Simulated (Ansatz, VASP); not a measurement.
## BaZrO3 in VASP and in Ansatz

```
Ba Zr O
1.0
     4.18066    0.00000    0.00000
     0.00000    4.18066    0.00000
     0.00000    0.00000    4.18066
Ba Zr O
1 1 3
Direct
  0.00000 0.00000 0.00000
  0.50000 0.50000 0.50000
  0.50000 0.50000 0.00000
  0.50000 0.00000 0.50000
  0.00000 0.50000 0.50000
```

Alike in both runs: task single point; functional PBEsol; k mesh 6 × 6 × 6; occupations gaussian, width 0.02 eV; no spin polarisation.

|  | VASP | Ansatz |
| --- | --- | --- |
| version | VASP 6.6.1 | Ansatz 0.2.0 |
| potentials or method | VASP PAW PBE potentials, release 64 (Ba_sv, Zr_sv, O) | scalar-relativistic, plane waves, PAW |
| plane-wave cutoff (eV) | 520 | 420 |
| valence electrons in the cell | 40 | 40 |

VASP gave:

- gap on the k mesh at the Fermi level (eV): 3.12
- least direct gap on the mesh (eV): 3.33
- pressure (GPa): 1.2

Task: What did Ansatz give for the same quantities?

Result: gap on the k mesh at the Fermi level (eV): 3.17; least direct gap on the mesh (eV): 3.36; pressure (GPa): 0.0.

Caveats: the PAW data sets were made with another functional, which shifts forces and pressure a little (VASP); spin-orbit coupling is left out, which moves the levels of the heavy elements. A k mesh can miss the band edges. PBEsol gaps usually lie below the measured ones, often by a third to a half.
